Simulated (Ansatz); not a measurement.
**Li: distorted cells**

The calculation used DFT PBE, scalar-relativistic, plane waves, PAW in Ansatz 0.2.0.

Settings: cutoff 420 eV, Γ-centred mesh 16×16×16 on the computed 1-atom cell, Gaussian smearing of 0.10 eV; no spin polarisation.

Reference cell:

```
Li
1.0
     0.00000    2.20200    2.20200
     2.20200    0.00000    2.20200
     2.20200    2.20200    0.00000
Li
1
Direct
  0.00000 0.00000 0.00000
```

Each variant moves atoms of this cell by the vectors given, if any (Å), and then applies a symmetric strain (tensor components, Cartesian axes). The reference cell isn't relaxed at this level. Energies are per atom at zero smearing, counted from the lowest variant. Pressure is positive in compression.

1. strain (xx yy zz yz xz xy, %) -0.54 -0.54 -0.54 0.00 0.00 0.00
2. strain (xx yy zz yz xz xy, %) -0.99 -0.99 -0.99 0.00 0.00 0.00
3. strain (xx yy zz yz xz xy, %) -1.77 -1.77 -1.77 0.00 0.00 0.00

```csv
variant,ΔE (meV/atom),P (GPa),largest force (eV/Å),gap on mesh (eV),space group
1,?,?,?,?,?
2,0.6,-0.34,0.00,0,Fm-3m
3,0.0,-0.03,0.00,0,Fm-3m
```

**Question.** Give the withheld rows.

**Answer.**
```json
{"variant": "1", "ΔE (meV/atom)": "1.3", "P (GPa)": "-0.51", "largest force (eV/Å)": "0.00", "gap on mesh (eV)": "0", "space group": "Fm-3m"}
```

This fcc form isn't the element's structure at ambient conditions.